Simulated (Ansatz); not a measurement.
Consider ZnTe in the zinc blende structure (space group F-43m, No. 216; a = 6.0657 Å). Axes: x, y, z lie along the cube axes.

All numbers come from Ansatz (a first-principles code), PBEsol, PAW, cutoff 420 eV, without spin-orbit coupling.

Base values:

- Band gap = 1.24 eV
- Valence-band top at Γ = 0.00, 0.00, 0.00 eV

Now apply this change: a free-standing slab of 5 layers (10 atoms, 2 a layer) is cut normal to [110], with 15 Å of vacuum and the in-plane cell held at bulk.

Question: What does the calculation give for the gap character, band gap, change of the spacing d12 from its bulk value of 2.145 Å and valence-band top at Γ after the change?

Answer: The gap character comes out as direct at Γ; the band gap goes up by 0.48 eV to 1.72 eV; the change of the spacing d12 from its bulk value of 2.145 Å amounts to -9.6 %; the valence-band top at Γ (three highest levels, from the VBM) goes from 0.00, 0.00, 0.00 eV to 0.00, -0.28, -0.38 eV.

With Te present, leaving out spin-orbit coupling can change the band edges. No phonon test of stability was made. k-point labels follow each cell's own Brillouin zone.
